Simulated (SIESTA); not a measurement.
FeO:

```
CELL_PARAMETERS angstrom
-1.60210 1.60210 2.08339
1.60210 -1.60210 2.08339
1.60210 1.60210 -2.08339
ATOMIC_POSITIONS crystal
Fe 0.00000 0.00000 0.00000
O 0.50000 0.50000 0.00000
```

The cell comes from a database or a generator and needn't be the stable form of this composition.

Alike in all runs: program SIESTA 5.4.2; functional PBEsol; potentials or basis PseudoDojo 0.4 standard (PBEsol files); basis DZP (energy shift 0.003 Ry; two zetas on semicore shells); grid cutoff 800 Ry; energy shift 0.003 Ry; k mesh 12 × 12 × 12; occupations fermi-dirac, width 0.05 eV.

Starts and where they ended:

```tsv
start	free energy over the lowest (meV/atom)	net moment (μB)	site or absolute moments (μB)	gap
collinear spin, fm_larger start of up to 4.5 μB	0.0	4.00	Fe +3.69; O +0.31	none (metal or under the smearing width)
collinear spin, ferromagnetic start of up to 3 μB	0.0	4.00	Fe +3.69; O +0.31	none (metal or under the smearing width)
collinear spin, zero start	891.3	0.00	-	none (metal or under the smearing width)
```

The spin-polarised runs without a constraint all converged, yet they end up to 891 meV/atom apart: a converged run can sit in a state that isn't the lowest. A still lower state may exist.

Caveats: the cell is far from rest, so the order of the states can change on relaxing; the basis of atomic orbitals isn't converged, which shifts pressures, moduli and gaps; semilocal functionals often make such compounds metallic where correlation or magnetic order opens a gap, which also shifts bond lengths; a cell with one magnetic atom can't hold antiferromagnetic order, which such compounds often take (some runs).
